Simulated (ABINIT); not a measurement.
# BN (Qingsongite): a self-consistent loop beyond G0W0, cycle by cycle

How far does self-consistency move the gap of BN (Qingsongite)?

Method: PBE and many-body steps on it, plane waves, in ABINIT 10.8.3.

## (1) The structure

The structure is cubic, space group F-43m (No. 216). The conventional cell has a = 3.615 Å, b = 3.615 Å, c = 3.615 Å, α = 90.00°, β = 90.00°, γ = 90.00°. Nearest to B lie 4 N at 1.57 Å. Nearest to N lie 4 B at 1.57 Å. Farther neighbours and most contacts between anions are not listed.

The cell and positions come from the Crystallography Open Database and are kept as given unless a step says otherwise.

## (2) Empty states on the mesh, 6×6×6 mesh, 99 bands

This step: ABINIT 10.8.3; DFT, PBE, plane waves, norm-conserving pseudopotentials.

The sums over transitions need many empty states on a uniform mesh; this step solves for them.

Contents of run.abi:

```
acell 3*1.0 Angstrom
rprim 
  -0.000000000000 1.807500000000 1.807500000000
  1.807500000000 0.000000000000 1.807500000000
  1.807500000000 1.807500000000 -0.000000000000
ntypat 2
znucl 5 7
natom 2
typat 1 2
xred 
  0.000000000000 0.000000000000 0.000000000000
  0.250000000000 0.250000000000 0.250000000000
pp_dirpath "pseudos"
pseudos "B.upf, N.upf"
ecut 36
ngkpt 6 6 6
nshiftk 1
shiftk 0 0 0
kptopt 1
chksymbreak 0
irdden 1
istwfk *1
nband 99
prtvol 0
optdriver 6
gwr_task "HDIAGO"
paral_kgb 0
occopt 1
indata_prefix "in"
outdata_prefix "out"
tmpdata_prefix "tmp"
```

On the command line:

```
OMP_NUM_THREADS=1 mpirun -n 4 abinit run.abi > log
```

Log:

```text
.Version 10.8.3 of ABINIT. v10.8.2 released Aug 2026.

 Symmetries : space group F-4 3 m (#216); Bravais cF (face-center cubic)
[... echo of the input left out ...]
== DATASET  1 ==================================================================
-   mpi_nproc: 4, omp_nthreads: 1 (-1 if OMP is not activated)

--- !DatasetInfo
iteration_state: {dtset: 1, }
dimensions: {natom: 2, nkpt: 16, mband: 99, nsppol: 1, nspinor: 1, nspden: 1, mpw: 869, }
cutoff_energies: {ecut:  36.0, pawecutdg:  -1.0, }
[...]
Indirect band gap semiconductor
 Fundamental gap:     4.535 (eV)
   VBM:     8.220 (eV) at k: [ 0.0000E+00,  0.0000E+00,  0.0000E+00]
   CBM:    12.755 (eV) at k: [ 5.0000E-01,  5.0000E-01,  0.0000E+00]
 Direct gap:         8.878 (eV) at k: [ 0.0000E+00,  0.0000E+00,  0.0000E+00]

== END DATASET(S) ==============================================================
================================================================================

 -outvars: echo values of variables after computation  --------
           etotal      0.0000000000E+00
            nband          99
             nkpt          16
          spgroup         216
 [... the other variables as echoed above ...]

 Calculation completed.
```

The job ended after 5.2 s (4 MPI ranks of Arm Neoverse V1, shared host; peak memory 0.38 GiB).

Numbers from this step:

| Quantity | Value |
| --- | --- |
| gap | 4.535 eV |
| k of the valence top | 0, 0, 0 |
| k of the conduction bottom | 0.5, 0.5, 0 |
| least direct gap | 8.878 eV |
| k points computed | 16 |
| lowest point of the top converged band, above the valence top | 192.0699 eV |

On this mesh the gap is 4.535 eV.

The density comes from a self-consistent run that is not shown.

## (3) Screening, 6×6×6 mesh, 91 bands, screening to 261.2 eV

The RPA dielectric matrix is built and inverted for each q.

This step: RPA screening on PBE, plane waves, norm-conserving pseudopotentials.

run.abi: that of step 2 with these lines changed.

```diff
@@ -20,10 +20,11 @@
 chksymbreak 0
-irdden 1
 istwfk *1
-nband 99
-prtvol 0
-optdriver 6
-gwr_task "HDIAGO"
-paral_kgb 0
 occopt 1
+irdwfk 1
+optdriver 3
+nband 91
+ecuteps 9.6
+inclvkb 2
+awtr 1
+symchi 1
 indata_prefix "in"
```

Log:

```text
.Version 10.8.3 of ABINIT. v10.8.2 released Aug 2026.

 Symmetries : space group F-4 3 m (#216); Bravais cF (face-center cubic)
[... echo of the input left out ...]
== DATASET  1 ==================================================================
-   mpi_nproc: 4, omp_nthreads: 1 (-1 if OMP is not activated)

--- !DatasetInfo
iteration_state: {dtset: 1, }
dimensions: {natom: 2, nkpt: 16, mband: 91, nsppol: 1, nspinor: 1, nspden: 1, mpw: 869, }
cutoff_energies: {ecut:  36.0, pawecutdg:  -1.0, }
electrons: {nelect:   8.00000000E+00, charge:   0.00000000E+00, occopt:   1.00000000E+00, tsmear:   1.00000000E-02, }

 SCREENING: Calculation of the susceptibility and dielectric matrices

 Based on a program developped by R.W. Godby, V. Olevano, G. Onida, and L. Reining.
 Incorporated in ABINIT by V. Olevano, G.-M. Rignanese, and M. Torrent.
.Using double precision arithmetic ; gwpc =  8

[... cell and pseudopotentials left out ...]
--------------------------------------------------------------------------------

 ==== K-mesh for the wavefunctions ====
 Number of points in the irreducible wedge :    16
[... list of points left out ...]
 Together with 24 symmetry operations and time-reversal symmetry
 yields   216 points in the full Brillouin Zone.

 ==== Q-mesh for the screening function ====
 Number of points in the irreducible wedge :    16
[... list of points left out ...]
 Together with 24 symmetry operations and time-reversal symmetry
 yields   216 points in the full Brillouin Zone.

 setmesh: FFT mesh size selected  =    20x   20x   20
          total number of points  =         8000

 vcoul_init : cutoff-mode = AUXILIARY_FUNCTION
 q-points for optical limit:   1
     1)      0.000010    0.000020    0.000030

- screening: taking advantage of time-reversal symmetry
- Maximum band index for partially occupied states nbvw = 4
- Remaining bands to be divided among processors   nbcw = 87
- Number of bands treated by each node ~21

 Number of electrons calculated from density =    8.0000; Expected =    8.0000
 average of density, n =  0.100376
 r_s =    1.3348
 omega_plasma =   30.5612 [eV]

 calculating chi0 at frequencies [eV] :
  1    0.000000E+00    0.000000E+00
  2    0.000000E+00    3.056116E+01

--------------------------------------------------------------------------------
  q-point number  1        q = ( 0.000000, 0.000000, 0.000000) [r.l.u.]
--------------------------------------------------------------------------------
[... chi0 elements left out ...]
 For q-point:  0.000010 0.000020 0.000030
  dielectric constant =   4.3902
  dielectric constant without local fields =   4.7430

  Average fulfillment of the sum rule on Im[epsilon] for q-point    1 :     92.40  [%]
[... wings left out ...]
  q-point number  2        q = ( 0.166667, 0.000000, 0.000000) [r.l.u.]
--------------------------------------------------------------------------------
[... chi0 elements left out ...]
  Average fulfillment of the sum rule on Im[epsilon] for q-point    2 :     98.59  [%]

 [... 14 further q-points ...]
```

Elapsed: 15 s, on 4 MPI ranks; peak memory 0.5 GiB; 61 s of CPU time.

This step gave:

- ε∞ with local fields, on this mesh, along the program's q direction: 4.390
- the same without local fields: 4.743
- plasma frequency: 30.56 eV
- plane waves in the screening matrix: 113

Local fields lower ε∞ by 7 %. On a Γ-centred mesh this coarse the value itself is usually too large, while a short band sum pulls it down.

## (4) G0W0

The self-energy is evaluated for the states that the input lists, and the levels follow from it, in one-shot runs by the linearised quasiparticle equation.

This step: G0W0 on PBE, plane waves, norm-conserving pseudopotentials.

run.abi: that of step 3 with these lines changed.

```diff
@@ -23,8 +23,17 @@
 irdwfk 1
-optdriver 3
+optdriver 4
 nband 91
+gwcalctyp 0
+ecutsigx 36
+symsigma 1
+nkptgw 2
+kptgw 
+  0.0000000000 0.0000000000 0.0000000000
+  0.5000000000 0.5000000000 0.0000000000
+bdgw 
+  2 7
+  3 6
 ecuteps 9.6
-inclvkb 2
-awtr 1
-symchi 1
+irdscr 1
+ppmodel 1
 indata_prefix "in"
```

Log:

```text
.Version 10.8.3 of ABINIT. v10.8.2 released Aug 2026.

 Symmetries : space group F-4 3 m (#216); Bravais cF (face-center cubic)
[... echo of the input left out ...]
== DATASET  1 ==================================================================
-   mpi_nproc: 4, omp_nthreads: 1 (-1 if OMP is not activated)

--- !DatasetInfo
iteration_state: {dtset: 1, }
dimensions: {natom: 2, nkpt: 16, mband: 91, nsppol: 1, nspinor: 1, nspden: 1, mpw: 869, }
cutoff_energies: {ecut:  36.0, pawecutdg:  -1.0, }
electrons: {nelect:   8.00000000E+00, charge:   0.00000000E+00, occopt:   1.00000000E+00, tsmear:   1.00000000E-02, }

 SIGMA: Calculation of the GW corrections

 Based on a program developped by R.W. Godby, V. Olevano, G. Onida, and L. Reining.
 Incorporated in ABINIT by V. Olevano, G.-M. Rignanese, and M. Torrent.
.Using double precision arithmetic ; gwpc =  8

[... cell and pseudopotentials left out ...]
--------------------------------------------------------------------------------

 ==== K-mesh for the wavefunctions ====
 Number of points in the irreducible wedge :    16
[... list of points left out ...]
 Together with 24 symmetry operations and time-reversal symmetry
 yields   216 points in the full Brillouin Zone.

 ==== Q-mesh for screening function ====
 Number of points in the irreducible wedge :    16
[... list of points left out ...]
 Together with 24 symmetry operations and time-reversal symmetry
 yields   216 points in the full Brillouin Zone.

 vcoul_init : cutoff-mode = AUXILIARY_FUNCTION
 q-points for optical limit:   1
     1)      0.000010    0.000020    0.000030
 setmesh: FFT mesh size selected  =    25x   25x   25
          total number of points  =        15625

 Number of electrons calculated from density =    8.0000; Expected =    8.0000
 average of density, n =  0.100376
 r_s =    1.3348
 omega_plasma =   30.5612 [eV]

 === KS Band Gaps ===
  >>>> For spin  1
   Minimum direct gap =   8.8782 [eV], located at k-point      :   0.0000  0.0000  0.0000
   Fundamental gap    =   4.5349 [eV], Top of valence bands at :   0.0000  0.0000  0.0000
                                       Bottom of conduction at :   0.5000  0.5000  0.0000
 SIGMA fundamental parameters:
 PLASMON POLE MODEL  1
 number of plane-waves for SigmaX                  869
 number of plane-waves for SigmaC and W            113
 number of plane-waves for wavefunctions           869
 number of bands                                    91
 number of independent spin polarizations            1
 number of spinorial components                      1
 number of k-points in IBZ                          16
 number of q-points in IBZ                          16
 number of symmetry operations                      24
 number of k-points in BZ                          216
 number of q-points in BZ                          216
 number of frequencies for dSigma/dE                 9
 frequency step for dSigma/dE [eV]                0.25
 number of omega for Sigma on real axis              0
 max omega for Sigma on real axis  [eV]           0.00
 zcut for avoiding poles [eV]                     0.10

 EPSILON^-1 parameters (SCR file):
 dimension of the eps^-1 matrix on file            113
 dimension of the eps^-1 matrix used               113
 number of plane-waves for wavefunctions           869
 number of bands                                    91
 number of q-points in IBZ                          16
 number of frequencies                               2
 number of real frequencies                          1
 number of imag frequencies                          1

 matrix elements of self-energy operator (all in [eV])

 Perturbative Calculation

--- !SelfEnergy_ee
iteration_state: {dtset: 1, }
kpoint     : [   0.000,    0.000,    0.000, ]
spin       : 1
KS_gap     :    8.878
QP_gap     :   10.948
Delta_QP_KS:    2.070
data: !SigmaeeData |
     Band     E0 <VxcDFT>   SigX SigC(E0)      Z dSigC/dE  Sig(E)    E-E0       E
        2   8.220 -18.521 -22.105   2.464   0.827  -0.210 -19.447  -0.926   7.294
        3   8.220 -18.521 -22.105   2.464   0.827  -0.210 -19.447  -0.926   7.294
        4   8.220 -18.521 -22.105   2.464   0.827  -0.210 -19.447  -0.926   7.294
        5  17.099 -13.778  -7.120  -5.298   0.842  -0.188 -12.633   1.144  18.243
        6  17.099 -13.778  -7.120  -5.298   0.842  -0.188 -12.633   1.144  18.243
        7  17.099 -13.778  -7.120  -5.298   0.842  -0.188 -12.633   1.144  18.243

--- !SelfEnergy_ee
iteration_state: {dtset: 1, }
kpoint     : [   0.500,    0.500,    0.000, ]
spin       : 1
KS_gap     :    9.442
QP_gap     :   11.406
Delta_QP_KS:    1.964
data: !SigmaeeData |
     Band     E0 <VxcDFT>   SigX SigC(E0)      Z dSigC/dE  Sig(E)    E-E0       E
        3   3.313 -16.496 -21.664   3.469   0.817  -0.225 -17.883  -1.387   1.926
        4   3.313 -16.496 -21.664   3.469   0.817  -0.225 -17.883  -1.387   1.926
        5  12.755 -12.569  -7.356  -4.537   0.854  -0.172 -11.992   0.577  13.332
        6  17.562 -12.695  -6.758  -5.119   0.850  -0.176 -11.999   0.696  18.258

== END DATASET(S) ==============================================================
================================================================================

 -outvars: echo values of variables after computation  --------
           etotal      0.0000000000E+00
            nband          91
             nkpt          16
          spgroup         216
 [... the other variables as echoed above ...]

 Calculation completed.
```

Elapsed: 5.2 s, on 4 MPI ranks; peak memory 0.47 GiB; 20 s of CPU time.

This step gave:

```
G0W0 gap on the points computed              : 6.038 eV
starting gap on the mesh                     : 4.535 eV
k of the valence top                         : 0, 0, 0
k of the conduction bottom                   : 0.5, 0.5, 0
Z at the valence top                         : 0.827
Z at the conduction bottom                   : 0.854
least direct G0W0 gap on the computed points : 10.95 eV
```

The gap on the mesh goes from 4.53 eV to 6.04 eV, a correction of +1.50 eV.

## (5) evGW0, cycle 1

This step: evGW0 on PBE, plane waves, norm-conserving pseudopotentials.

run.abi: that of step 4 with these lines changed.

```diff
@@ -25,12 +25,40 @@
 nband 91
-gwcalctyp 0
+gwcalctyp 10
 ecutsigx 36
 symsigma 1
-nkptgw 2
+nkptgw 16
 kptgw 
   0.0000000000 0.0000000000 0.0000000000
+  0.1666666667 0.0000000000 0.0000000000
+  0.3333333333 0.0000000000 0.0000000000
+  0.5000000000 0.0000000000 0.0000000000
+  0.1666666667 0.1666666667 0.0000000000
+  0.3333333333 0.1666666667 0.0000000000
+  0.5000000000 0.1666666667 0.0000000000
+  -0.3333333333 0.1666666667 0.0000000000
+  -0.1666666667 0.1666666667 0.0000000000
+  0.3333333333 0.3333333333 0.0000000000
+  0.5000000000 0.3333333333 0.0000000000
+  -0.3333333333 0.3333333333 0.0000000000
   0.5000000000 0.5000000000 0.0000000000
+  0.5000000000 0.3333333333 0.1666666667
+  -0.3333333333 0.3333333333 0.1666666667
+  -0.3333333333 0.5000000000 0.1666666667
 bdgw 
-  2 7
-  3 6
+  1 8
+  1 8
+  1 8
+  1 8
+  1 8
+  1 8
+  1 8
+  1 8
+  1 8
+  1 8
+  1 8
+  1 8
+  1 8
+  1 8
+  1 8
+  1 8
 ecuteps 9.6
```

Log:

```text
.Version 10.8.3 of ABINIT. v10.8.2 released Aug 2026.

 Symmetries : space group F-4 3 m (#216); Bravais cF (face-center cubic)
[... echo of the input left out ...]
== DATASET  1 ==================================================================
-   mpi_nproc: 4, omp_nthreads: 1 (-1 if OMP is not activated)

--- !DatasetInfo
iteration_state: {dtset: 1, }
dimensions: {natom: 2, nkpt: 16, mband: 91, nsppol: 1, nspinor: 1, nspden: 1, mpw: 869, }
cutoff_energies: {ecut:  36.0, pawecutdg:  -1.0, }
electrons: {nelect:   8.00000000E+00, charge:   0.00000000E+00, occopt:   1.00000000E+00, tsmear:   1.00000000E-02, }

 SIGMA: Calculation of the GW corrections

 Based on a program developped by R.W. Godby, V. Olevano, G. Onida, and L. Reining.
 Incorporated in ABINIT by V. Olevano, G.-M. Rignanese, and M. Torrent.
.Using double precision arithmetic ; gwpc =  8

[... cell and pseudopotentials left out ...]
--------------------------------------------------------------------------------

 ==== K-mesh for the wavefunctions ====
 Number of points in the irreducible wedge :    16
[... list of points left out ...]
 Together with 24 symmetry operations and time-reversal symmetry
 yields   216 points in the full Brillouin Zone.

 ==== Q-mesh for screening function ====
 Number of points in the irreducible wedge :    16
[... list of points left out ...]
 Together with 24 symmetry operations and time-reversal symmetry
 yields   216 points in the full Brillouin Zone.

 vcoul_init : cutoff-mode = AUXILIARY_FUNCTION
 q-points for optical limit:   1
     1)      0.000010    0.000020    0.000030
 setmesh: FFT mesh size selected  =    25x   25x   25
          total number of points  =        15625

 Number of electrons calculated from density =    8.0000; Expected =    8.0000
[...]
QP_gap     :   16.442
Delta_QP_KS:    2.399
data: !SigmaeeData |
     Band     E_DFT   <VxcDFT>   E(N-1)  <Hhartree>   SigX  SigC[E(N-1)]    Z     dSigC/dE  Sig[E(N)]  DeltaE  E(N)_pert E(N)_diago
[...]
--- !SelfEnergy_ee
iteration_state: {dtset: 1, }
kpoint     : [  -0.333,    0.500,    0.167, ]
spin       : 1
KS_gap     :   13.976
QP_gap     :   16.326
Delta_QP_KS:    2.350
data: !SigmaeeData |
     Band     E_DFT   <VxcDFT>   E(N-1)  <Hhartree>   SigX  SigC[E(N-1)]    Z     dSigC/dE  Sig[E(N)]  DeltaE  E(N)_pert E(N)_diago
[...]
7    23.325   -15.251    23.325    38.577    -6.630    -6.908     0.819    -0.221   -13.849     1.403    24.728    25.038
        8    25.034   -15.634    25.034    40.668    -6.645    -7.130     0.806    -0.240   -14.135     1.499    26.533    26.893

 New Fermi energy :        3.772546E-01 Ha ,    1.026562E+01 eV
 New Exchange energy :    -3.386380E+00 Ha ,   -9.214810E+01 eV

 === QP Band Gaps ===
  >>>> For spin  1
   Minimum direct gap =  11.3574 [eV], located at k-point      :   0.0000  0.0000  0.0000
   Fundamental gap    =   6.3307 [eV], Top of valence bands at :   0.0000  0.0000  0.0000
                                       Bottom of conduction at :   0.5000  0.5000  0.0000

 writing QP data on file : out_QPS

 Convergence of QP corrections
 >>>>> For spin  1 <<<<<
.  kptgw no:  1; Maximum DeltaE = (  -1.974   0.016) for band index:  1
.  kptgw no:  2; Maximum DeltaE = (  -1.975   0.024) for band index:  1
.  kptgw no:  3; Maximum DeltaE = (  -1.956   0.030) for band index:  1
[...]
.  kptgw no: 15; Maximum DeltaE = (  -1.922   0.003) for band index:  1
.  kptgw no: 16; Maximum DeltaE = (  -1.899   0.004) for band index:  1

== END DATASET(S) ==============================================================
================================================================================

 -outvars: echo values of variables after computation  --------
           etotal      0.0000000000E+00
            nband          91
             nkpt          16
          spgroup         216
 [... the other variables as echoed above ...]

 Calculation completed.
```

The job ended after 2.5 min (4 MPI ranks; peak memory 0.57 GiB).

Numbers from this step:

* quasiparticle gap on the mesh: 6.331 eV
* gap of the density functional on the mesh: 4.535 eV
* k of the valence top: 0, 0, 0
* k of the conduction bottom: 0.5, 0.5, 0
* Z at the valence top: 0.827
* Z at the conduction bottom: 0.854
* least direct quasiparticle gap on the computed points: 11.36 eV

Against G0W0 in ABINIT (6×6×6 mesh, 91 bands, screening to 261.2 eV, Godby-Needs plasmon pole), the gap moves by +0.293 eV. This first cycle still uses the starting levels; it takes the full correction, at all points of the mesh, and its linearised value is 6.038 eV.

## (6) evGW0, cycle 2

The corrected levels of the last cycle go back in.

run.abi: that of step 5 with these lines changed.

```diff
@@ -66,2 +66,3 @@
 ppmodel 1
+irdqps 1
 indata_prefix "in"
```

Log:

```text
.Version 10.8.3 of ABINIT. v10.8.2 released Aug 2026.

 Symmetries : space group F-4 3 m (#216); Bravais cF (face-center cubic)
[... echo of the input left out ...]
== DATASET  1 ==================================================================
-   mpi_nproc: 4, omp_nthreads: 1 (-1 if OMP is not activated)

--- !DatasetInfo
iteration_state: {dtset: 1, }
dimensions: {natom: 2, nkpt: 16, mband: 91, nsppol: 1, nspinor: 1, nspden: 1, mpw: 869, }
cutoff_energies: {ecut:  36.0, pawecutdg:  -1.0, }
[...]
.  kptgw no:  3; Maximum DeltaE = (   0.136   0.027) for band index:  1
[...]
.  kptgw no: 15; Maximum DeltaE = (  -0.166  -0.000) for band index:  7
.  kptgw no: 16; Maximum DeltaE = (  -0.152  -0.001) for band index:  8

== END DATASET(S) ==============================================================
================================================================================

 -outvars: echo values of variables after computation  --------
           etotal      0.0000000000E+00
            nband          91
             nkpt          16
          spgroup         216
 [... the other variables as echoed above ...]

 Calculation completed.
```

Wall time 2.5 min (4 MPI ranks); peak memory 0.57 GiB.

Numbers from this step:

```
quasiparticle gap on the mesh                         : 6.253 eV
gap of the density functional on the mesh             : 4.535 eV
k of the valence top                                  : 0, 0, 0
k of the conduction bottom                            : 0.5, 0.5, 0
least direct quasiparticle gap on the computed points : 11.22 eV
```

Against the cycle before, the gap moves by −0.078 eV.

[end of part 1 of 3]

[Paths, hosts, dates, memory and timing lines, banners, echoed tables and standing remarks are left out of the program output.]

[Logs are printed without paths, hosts, clocks, repeated set-up lines and the standing remarks that a program may print on its own settings, such as how far it seeks lower states.]

[Runs of the session that timed out or met a known fault of the program may be left out.]

[Hosts, paths, dates, database ids (printed as entryN), source tags and the programs' standing remarks are cut or masked in the printed files.]

[G0W0 gaps are taken among the corrected bands and points alone; a level outside them can change the order at an edge.]

[Where Ansatz stands beside ABINIT at settings called matched, ABINIT's density can come from a denser mesh and the files from another edition; pairs whose starting gaps differed by over 0.03 eV were left out, so agreement reads better than it is.]
